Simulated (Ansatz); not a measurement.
Crystal: Be2C.

```xyz
3
Lattice="0.0000 2.1650 2.1650 2.1650 0.0000 2.1650 2.1650 2.1650 0.0000" Properties=species:S:1:pos:R:3 pbc="T T T"
C     0.0000    0.0000    0.0000
Be    3.2475    3.2475    3.2475
Be    1.0825    1.0825    1.0825
```

Program: Ansatz 0.2.0. Alike in all runs: task single point; level HSE06 form with a typed share of exact exchange; potentials or basis Ansatz PAW; no spin polarisation; cell as given; k mesh 6 × 6 × 6; cutoff (eV) 420; smearing fermi-dirac 0.05 eV.

Question: Order these runs on this cell by their band gap on the k mesh, lowest first.
A. screening (1/Å) 0.15
B. screening (1/Å) 0.1
C. screening (1/Å) 0.6
D. screening (1/Å) 0.3

Answer: C (1.40 eV), D (1.73 eV), A (2.06 eV), B (2.21 eV).

A k mesh can miss the band edges.
